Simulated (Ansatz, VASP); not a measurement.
## HC4 (C(111) slab, H on the bottom face): VASP beside Ansatz

Aim: how closely do two programs agree when they are given the same cell, functional and k mesh? The cell is taken from a series of runs on this material, whose earlier steps may have relaxed, scaled, displaced or heated it; both programs get it as it stands.

Main program and level: Ansatz 0.2.0; plane waves, with VASP 6.6.1 beside it; single point at PBE with D3(BJ).

### Step 1. The starting structure

The cell holds 45 atoms: 36 C and 9 H. Cell: a = 7.567 Å, b = 7.567 Å, c = 15.664 Å, α = 90.0°, β = 90.0°, γ = 120.0°. It derives from C (diamond-structure). As first built, before any earlier steps moved the atoms (in the runner's words): diamond-structure C (a = 3.567 A), (111) slab of 4 atomic planes, 3 x 3 surface cells, H on the broken bonds of the bottom face; displaced by a Gaussian of 0.02 A. Vacuum lies along c.

### Step 2. VASP: single point, PBE with D3(BJ)

With cell and atoms fixed, the geometry can't cause a difference; cores, projectors, grids and the points listed under the comparison can.

Lines of VASP's logs that name or quote its potential files are left out, and so is its time.

INCAR

```
SYSTEM = HC4
PREC = Accurate
ENCUT = 520
EDIFF = 1E-06
NELM = 120
ISMEAR = -1
SIGMA = 0.025
LREAL = Auto
ALGO = Normal
GGA = PE
IVDW = 12
NBANDS = 112
LORBIT = 11
LWAVE = .FALSE.
LCHARG = .FALSE.
ISIF = 2
LASPH = .TRUE.
GGA_COMPAT = .FALSE.
KPAR = 4
```

POSCAR

```
HC4
1.0
    7.5667500000      0.0000000000      0.0000000000
   -3.7833700000      6.5530000000      0.0000000000
    0.0000000000      0.0000000000     15.6642600000
C H
36 9
Direct
    0.4463600000      0.8941100000      0.4850600000
    0.3301300000      0.9998400000      0.4535400000
    0.2244100000      0.7809300000      0.6166200000
    0.4443200000      0.8906400000      0.5836200000
    0.4436700000      0.5566800000      0.4864000000
    0.3383400000      0.6712600000      0.4535300000
    0.2255400000      0.4462700000      0.6180900000
    0.4397900000      0.5543300000      0.5863000000
    0.7816100000      0.8943100000      0.4856700000
    0.6683000000      0.0030000000      0.4536800000
    0.5557500000      0.7764500000      0.6177900000
    0.7831100000      0.8916000000      0.5842400000
    0.4409100000      0.2200100000      0.4853700000
    0.3337300000      0.3324800000      0.4525400000
    0.2236500000      0.1129200000      0.6168000000
    0.4470600000      0.2240500000      0.5832200000
    0.7781900000      0.5553000000      0.4858900000
    0.6630800000      0.6636800000      0.4532200000
    0.5540800000      0.4488500000      0.6161600000
    0.7791700000      0.5578900000      0.5821700000
    0.1137200000      0.8881600000      0.4842900000
    0.9968100000      0.0014200000      0.4565300000
    0.8869700000      0.7803000000      0.6177000000
    0.1102600000      0.8887900000      0.5841400000
    0.7741400000      0.2240300000      0.4857000000
    0.6599800000      0.3312200000      0.4529300000
    0.5501800000      0.1122500000      0.6163900000
    0.7792600000      0.2177400000      0.5833100000
    0.1120900000      0.5549700000      0.4853800000
    0.9984600000      0.6579700000      0.4518700000
    0.8900800000      0.4420700000      0.6164100000
    0.1113600000      0.5618000000      0.5827800000
    0.1118900000      0.2242600000      0.4851200000
    0.0022900000      0.3290700000      0.4522600000
    0.8877900000      0.1124400000      0.6154700000
    0.1163200000      0.2246200000      0.5870400000
    0.3326900000      0.0011200000      0.3841900000
    0.3320500000      0.6612800000      0.3860100000
    0.6674100000      0.0001700000      0.3846900000
    0.3347500000      0.3324600000      0.3835400000
    0.6723100000      0.6704800000      0.3847900000
    0.9973600000      0.9992300000      0.3838800000
    0.6658500000      0.3329900000      0.3809200000
    0.0023200000      0.6648500000      0.3850200000
    0.9983600000      0.3311800000      0.3830000000
```

KPOINTS

```
Automatic mesh
0
Gamma
2 2 1
0 0 0
```

PAW data sets: C and H (PBE family, release 64).

Launch:

```console
> mpirun -np 8 vasp_std
```

Numbers of over 12 decimals in the logs are rounded to 6 here.

Output:

```text
[banner, memory and clock lines left out]
running    8 mpi-ranks, on    1 nodes
[...]
|                                                                             |
|           W    W    AA    RRRRR   N    N  II  N    N   GGGG   !!!           |
|           W    W   A  A   R    R  NN   N  II  NN   N  G    G  !!!           |
|           W    W  A    A  R    R  N N  N  II  N N  N  G       !!!           |
|           W WW W  AAAAAA  RRRRR   N  N N  II  N  N N  G  GGG   !            |
|           WW  WW  A    A  R   R   N   NN  II  N   NN  G    G                |
|           W    W  A    A  R    R  N    N  II  N    N   GGGG   !!!           |
|                                                                             |
|     For optimal performance we recommend to set                             |
|       NCORE = 2 up to number-of-cores-per-socket                            |
|     NCORE specifies how many cores store one orbital (NPAR=cpu/NCORE).      |
|     This setting can greatly improve the performance of VASP for DFT.       |
|     The default, NCORE=1 might be grossly inefficient on modern             |
|     multi-core architectures or massively parallel machines. Do your        |
|     Unfortunately you need to use the default for GW and RPA                |
|     calculations (for HF NCORE is supported but not extensively tested      |
|     yet).                                                                   |
|                                                                             |

 LDA part: xc-table for (Slater+PW92), standard interpolation
 POSCAR, INCAR and KPOINTS ok, starting setup
[...]
entering main loop
       N       E                     dE             d eps       ncg     rms          rms(c)
DAV:   1     0.108731855764E+04    0.10873E+04   -0.66380E+04   912   0.114E+03
DAV:   2    -0.202862074977E+03   -0.12902E+04   -0.12258E+04  1272   0.277E+02
DAV:   3    -0.350808802315E+03   -0.14795E+03   -0.14599E+03  1112   0.924E+01
DAV:   4    -0.355115181798E+03   -0.43064E+01   -0.42842E+01  1256   0.179E+01
[...]
DAV:  36    -0.337561106846E+03   -0.36115E-05   -0.36434E-07   704   0.889E-04    0.348E-03
DAV:  37    -0.337561107909E+03   -0.10634E-05   -0.47658E-07   736   0.523E-04    0.121E-03
DAV:  38    -0.337561108534E+03   -0.62488E-06   -0.79646E-08   696   0.373E-04
   1 F= -.34261380E+03 E0= -.34254483E+03  d E =-.137945E+00
```

Parts of OUTCAR (step 2):

```text
 Edisp (eV)   -5.05269

  Total       0.48105    -1.13337    -5.58804    -0.75723    -2.92022     0.67362
  in kB       0.99230    -2.33788   -11.52684    -1.56199    -6.02374     1.38953
  external pressure =       -4.29 kB  Pullay stress =        0.00 kB

 POSITION                                       TOTAL-FORCE (eV/Angst)
 -----------------------------------------------------------------------------------
     -0.00525      5.85910      7.59811         0.413895     -0.818528     -1.172818
     -1.28475      6.55195      7.10437         0.811165      0.202756      0.844561
     -1.25649      5.11743      9.65890        -0.044877     -0.312166     -4.241952
     -0.00756      5.83636      9.14198         0.090031      0.034403      4.566173
      1.25101      3.64792      7.61910         0.394259     -0.170829     -1.623149
      0.02051      4.39877      7.10421        -0.828451     -0.646208      2.198121
      0.01820      2.92441      9.68192        -1.447079      0.076951     -3.744524
      1.23055      3.63252      9.18396         1.075820      0.821462      4.198457
      2.53074      5.86041      7.60766        -0.947664     -1.332270     -0.799309
      5.04551      0.01966      7.10656        -0.279891      0.019785      1.240240
      1.26762      5.08808      9.67722        -0.345119      0.723321     -3.869290
      2.55234      5.84265      9.15169        -1.264859     -0.378910      4.448345
      2.50388      1.44173      7.60296         0.145234      0.654058     -1.464645
      1.26736      2.17874      7.08870        -0.563655      0.312775      1.938753
[...]
-----------------------------------------------------------------------------------
    total drift:                               -0.060535      0.041525      0.029232

  FREE ENERGIE OF THE ION-ELECTRON SYSTEM (eV)
  ---------------------------------------------------
  free  energy   TOTEN  =      -342.6138030118 eV

  energy  without entropy=     -342.4758575298  energy(sigma->0) =     -342.54483027

[... 3 further parts left out ...]
[key lines of the parts left out:]
E-fermi :  -0.2203
```

Dispersion corrections of this kind ignore metallic screening and tend to overbind metals.

(Continued in part 2 of 2.)

[Lines on the potential files, build, host, timing and source positions are cut from VASP's logs without a mark.]

[Logs are printed without paths, hosts, clocks, repeated set-up lines and the standing remarks that a program may print on its own settings, such as how far it seeks lower states.]

[Hosts, paths, dates, database ids (printed as entryN), source tags and the programs' standing remarks are cut or masked in the printed files.]
